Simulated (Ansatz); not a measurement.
Runs of Ansatz 0.2.0 on HfO2. It takes space group Pca2_1 (No. 29, orthorhombic). Conventional cell: a = 5.219 Å, b = 5.005 Å, c = 5.033 Å, α = 90.00°, β = 90.00°, γ = 90.00°. Hf (site symmetry 1) has 7 O at 2.02 to 2.23 Å as nearest neighbours. O (site symmetry 1) has 3 Hf at 2.02 to 2.13 Å as nearest neighbours. O (site symmetry 1) is surrounded by 4 Hf at 2.11 to 2.23 Å. Measurements of this composition are mostly on another form, of space group No. 14.

| task | level | potentials or basis | cell | k mesh | cutoff (eV) | points for each segment of the path | gap on the mesh (eV) | pressure (GPa) | relaxed volume (Å³/atom) | largest force (eV/Å) |
| --- | --- | --- | --- | --- | --- | --- | --- | --- | --- | --- |
| relaxation of cell and atoms | PBEsol | Ansatz PAW | relaxed | 5 × 6 × 5 | 420 | - | 4.36 | 0.0 | (b) | - |
| relaxation of cell and atoms | rPW86-PBE | Ansatz PAW | relaxed | 5 × 6 × 5 | 420 | - | (c) | 0.0 | 11.79 | 0.01 |
| band structure | BLYP | Ansatz PAW | as given | 5 × 6 × 5 | 420 | 10 | 4.52 | (a) | - | 0.16 |
| single point | PBE | Ansatz PAW | as given | 9 × 9 × 9 | 420 | - | 4.48 | 9.8 | - | 0.12 |

Alike in all rows: no spin polarisation; smearing fermi-dirac 0.05 eV.

Problem. Estimate the missing entries.

Solution. (a) 16.5; (b) 11.02; (c) 4.34.

Caveats: spin-orbit coupling is left out, which moves the levels of the heavy elements; odd divisions of the mesh miss points on the zone boundary, where band edges often lie, so the gap on the mesh can be too wide (some runs); the PAW data sets come from PBE, with cores solved anew for the run's functional, which leaves a small shift of forces and pressure (some runs); the plane-wave basis is chosen anew once the cell has moved, so the energies of steps on either side of that aren't comparable (some runs); so large a pressure means that the cell lies far from this level's equilibrium, or that cutoff or potentials fall short (some runs).

A k mesh can miss the band edges, and the runs leave out spin-orbit coupling on Hf.
